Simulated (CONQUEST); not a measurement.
A run of CONQUEST 1.3 is set up as follows.

File Conquest_input:

```
IO.Title HgSe
IO.Coordinates coords.dat
IO.FractionalAtomicCoords T
IO.Iprint 2
IO.Iprint_init 1
General.NumberOfSpecies 2
General.PseudopotentialType hamann
General.DistanceUnits A
General.FunctionalType -120135
General.DifferentFunctional T
AtomMove.TypeOfRun static
AtomMove.FullStress T
Grid.GridCutoff 120
DM.SolutionMethod diagon
Diag.MPMesh F
Diag.kT 0.00367493
minE.SCTolerance 1e-6
Diag.SmearingType 1
Diag.MPOrder 1
SC.MaxIters 100
Spin.SpinPolarised T
Spin.FixSpin F
SC.LinearMixingFactor 0.3
SC.MaxPulay 8
minE.SelfConsistent F
General.LoadRho T
Diag.KspaceLines T
Diag.NumKptLines 9
Diag.NumKpts 10
IO.writeDOS T
%block ChemicalSpeciesLabel
1 200.590 Hg
2 78.960 Se
%endblock
%block Diag.KpointLines
0.000000 0.000000 0.000000
0.000000 0.500000 0.000000
0.000000 0.500000 0.000000
0.500000 0.500000 0.000000
0.500000 0.500000 0.000000
0.000000 0.000000 0.000000
0.000000 0.000000 0.000000
0.000000 0.000000 0.500000
0.000000 0.000000 0.500000
0.000000 0.500000 0.500000
0.000000 0.500000 0.500000
0.500000 0.500000 0.500000
0.500000 0.500000 0.500000
0.000000 0.000000 0.500000
0.000000 0.500000 0.000000
0.000000 0.500000 0.500000
0.500000 0.500000 0.000000
0.500000 0.500000 0.500000
%endblock
```

coords.dat

```
    4.2977950160     0.0000000000     0.0000000000
    0.0000000000     4.2977950160     0.0000000000
    0.0000000000     0.0000000000     6.0780000000
4
  0.0000000000   0.0000000000   0.0000000000 1 T T T
  0.5000000000   0.5000000000   0.5000000000 1 T T T
  0.0000000000   0.5000000000   0.2500000000 2 T T T
  0.5000000000   0.0000000000   0.7500000000 2 T T T
```

File Conquest_input (of the self-consistent run):

```
IO.Title HgSe
IO.Coordinates coords.dat
IO.FractionalAtomicCoords T
IO.Iprint 2
IO.Iprint_init 1
General.NumberOfSpecies 2
General.PseudopotentialType hamann
General.DistanceUnits A
General.FunctionalType -120135
General.DifferentFunctional T
AtomMove.TypeOfRun static
AtomMove.FullStress T
Grid.GridCutoff 120
DM.SolutionMethod diagon
Diag.MPMesh T
Diag.GammaCentred T
Diag.MPMeshX 5
Diag.MPMeshY 5
Diag.MPMeshZ 3
Diag.kT 0.00367493
minE.SCTolerance 1e-6
Diag.SmearingType 1
Diag.MPOrder 1
SC.MaxIters 100
IO.AtomChargeOutput T
Spin.SpinPolarised T
Spin.FixSpin F
SC.LinearMixingFactor 0.3
SC.MaxPulay 8
IO.DumpChargeDensity T
IO.DumpTotPot T
%block ChemicalSpeciesLabel
1 200.590 Hg
2 78.960 Se
%endblock
```

Potentials or basis: PseudoDojo NC PBEsol, DZ, grid cutoff 120 Ha.

Command:

```bash
$ Conquest   # self-consistent run
$ Conquest   # the run along the path, in the same folder
```

Problem. What does it give for the net moment?

Solution. 0.00 μB per cell.

Problem. Predict the band gap along the path.

Solution. None (metal or under the smearing width).

Levels at the corners of the path, in eV from the Fermi level:
Spin up:
```tsv
point	band 34	band 35	band 36	band 37	band 38	band 39
Γ	-1.14	-0.02	-0.01	-0.01	3.02	9.41
X	-2.27	-0.86	-0.86	2.76	2.76	10.38
M	-2.19	-2.18	-2.18	3.02	3.02	9.41
Γ	-1.14	-0.02	-0.01	-0.01	3.02	9.41
Z	-1.11	-1.11	-1.11	2.32	2.32	11.78
R	-0.86	-0.85	-0.85	1.46	1.46	11.15
A	-2.45	-2.43	-2.43	3.69	3.69	9.72
Z	-1.11	-1.11	-1.11	2.32	2.32	11.78
X	-2.27	-0.86	-0.86	2.76	2.76	10.38
R	-0.86	-0.85	-0.85	1.46	1.46	11.15
M	-2.19	-2.18	-2.18	3.02	3.02	9.41
A	-2.45	-2.43	-2.43	3.69	3.69	9.72
```
Spin down:
| point | band 34 | band 35 | band 36 | band 37 | band 38 | band 39 |
| --- | --- | --- | --- | --- | --- | --- |
| Γ | -1.14 | -0.02 | -0.01 | -0.01 | 3.02 | 9.41 |
| X | -2.27 | -0.86 | -0.86 | 2.76 | 2.76 | 10.38 |
| M | -2.19 | -2.18 | -2.18 | 3.02 | 3.02 | 9.41 |
| Γ | -1.14 | -0.02 | -0.01 | -0.01 | 3.02 | 9.41 |
| Z | -1.11 | -1.11 | -1.11 | 2.32 | 2.32 | 11.78 |
| R | -0.86 | -0.85 | -0.85 | 1.46 | 1.46 | 11.15 |
| A | -2.45 | -2.43 | -2.43 | 3.69 | 3.69 | 9.72 |
| Z | -1.11 | -1.11 | -1.11 | 2.32 | 2.32 | 11.78 |
| X | -2.27 | -0.86 | -0.86 | 2.76 | 2.76 | 10.38 |
| R | -0.86 | -0.85 | -0.85 | 1.46 | 1.46 | 11.15 |
| M | -2.19 | -2.18 | -2.18 | 3.02 | 3.02 | 9.41 |
| A | -2.45 | -2.43 | -2.43 | 3.69 | 3.69 | 9.72 |

Caveat: the log labels positions in bohr as Å; the atomic basis is small; the box holds several primitive cells, so bands are folded and the points are those of the box's own zone; spin-orbit coupling is left out, which moves the levels of the heavy elements; the basis of atomic orbitals isn't converged, which shifts pressures, moduli and gaps.
